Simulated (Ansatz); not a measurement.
SiNi3, 4 atoms in the cell. The typed cell holds 4 atoms: a = 3.542 Å, b = 3.542 Å, c = 3.542 Å, α = 90.00°, β = 90.00°, γ = 90.00°.  The cell isn't the ideal one: atoms moved at random, drawn with an rms of 0.05 Å.

* Program: Ansatz 0.2.0
* Task: single point
* Functional: PBEsol
* Potentials or basis: all-electron LAPW, scalar-relativistic
* Cutoff: 330 eV (chosen from the basis error)
* Basis error allowed: 0.001 eV/atom
* k mesh: 8 × 8 × 8
* Occupations: fermi-dirac, width 0.05 eV
* Spin: collinear spin, ferromagnetic start
* Starting moments: [1.0, 1.0, 1.0, 0.0] μB

Potentials or basis: all-electron LAPW, scalar-relativistic.

Run with:

```sh
$ ansatz run input.yaml --threads 4 --pin off --max-ram 12288MiB --backend cpu --events-out ev --progress --plain --runs-dir out
```

Hardware: 4 threads of Arm Neoverse V1, with other jobs on the host.

Question: How long does it take, and how much memory?

Answer: Run time: 4.7 min on 4 threads of Arm Neoverse V1, with other jobs on the host, peak memory 2.4 GiB. Counts: scf iterations 15, plane waves 619, k points 260, bands 42.
